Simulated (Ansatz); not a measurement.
# BaTiO3: band structure with PBE+U

Crystal: BaTiO3.

```
Ba Ti O
1.0
     3.99980    0.00000    0.00000
     0.00000    3.99980    0.00000
     0.00000    0.00000    4.01800
Ba Ti O
1 1 3
Direct
  0.00000 0.00000 0.00000
  0.50000 0.50000 0.49000
  0.00000 0.50000 0.51700
  0.50000 0.00000 0.51700
  0.50000 0.50000 0.01900
```

```json
{
 "Program": "Ansatz 0.2.0",
 "Task": "band structure",
 "Functional": "PBE",
 "Potentials or basis": "Ansatz PAW",
 "Cutoff": "420 eV (not typed: the program's choice for these potentials)",
 "k mesh": "7 × 7 × 7",
 "Occupations": "fermi-dirac, width 0.05 eV",
 "Spin": "no spin polarisation",
 "Hubbard terms": "Ti d U = 1 eV",
 "Path": "[[\"G\", \"X\", \"M\", \"G\", \"Z\", \"R\", \"A\", \"Z\"], [\"X\", \"R\"], [\"M\", \"A\"]]",
 "Points for each segment of the path": "14",
 "Hubbard projectors": "ortho-atomic (the default)",
 "Double counting": "fll (the default)"
}
```

* Pressure: 2.7 GPa
* Largest force: 0.264 eV/Å
* Band gap on the k mesh: 2.03 eV, indirect (least direct gap 2.20 eV)
* Band gap along the path: 1.94 eV, indirect (least direct gap 2.20 eV)

Forces in eV/Å, atoms in the order of the input:
```
Ba   0.000  0.000  0.039
Ti   0.000  0.000 -0.091
O    0.000  0.000 -0.106
O    0.000  0.000 -0.106
O    0.000  0.000  0.264
```

Stress tensor (GPa, compression positive):
```
2.42 0.00 0.00
0.00 2.42 0.00
0.00 0.00 3.31
```

Levels at the corners of the path, in eV from the valence-band top:
| point | band 17 | band 18 | band 19 | band 20 | band 21 | band 22 | band 23 | band 24 |
| --- | --- | --- | --- | --- | --- | --- | --- | --- |
| Γ | -1.16 | -0.28 | -0.26 | -0.26 | 1.94 | 2.13 | 2.13 | 3.98 |
| X | -1.78 | -1.69 | -0.91 | -0.82 | 2.24 | 3.58 | 3.61 | 4.04 |
| M | -1.77 | -0.94 | -0.94 | -0.05 | 3.63 | 3.63 | 4.01 | 4.70 |
| Γ | -1.16 | -0.28 | -0.26 | -0.26 | 1.94 | 2.13 | 2.13 | 3.98 |
| Z | -1.89 | -1.89 | -0.68 | -0.68 | 2.06 | 3.64 | 3.64 | 3.98 |
| R | -1.73 | -0.87 | -0.86 | -0.13 | 3.61 | 3.66 | 3.99 | 4.82 |
| A | -2.32 | -0.08 | -0.08 | 0.00 | 4.23 | 4.23 | 4.23 | 6.61 |
| Z | -1.89 | -1.89 | -0.68 | -0.68 | 2.06 | 3.64 | 3.64 | 3.98 |
| X | -1.78 | -1.69 | -0.91 | -0.82 | 2.24 | 3.58 | 3.61 | 4.04 |
| R | -1.73 | -0.87 | -0.86 | -0.13 | 3.61 | 3.66 | 3.99 | 4.82 |
| M | -1.77 | -0.94 | -0.94 | -0.05 | 3.63 | 3.63 | 4.01 | 4.70 |
| A | -2.32 | -0.08 | -0.08 | 0.00 | 4.23 | 4.23 | 4.23 | 6.61 |

Eigenvalues of the final occupation matrices:
| site | spin | trace | eigenvalues |
| --- | --- | --- | --- |
| site 1 | 1 | 1.16 | 0.19 0.20 0.20 0.29 0.29 |

Run time: 24 s on 2 threads of Intel(R) Xeon(R) Processor @ 2.70GHz (shared host), peak memory 0.53 GiB.

Caveat: the k mesh misses the band edges, so the gap on the mesh is wider than the one along the path; the pressure holds a Pulay correction of +0.5 GPa for the finite cutoff; spin-orbit coupling is left out, which moves the levels of the heavy elements.
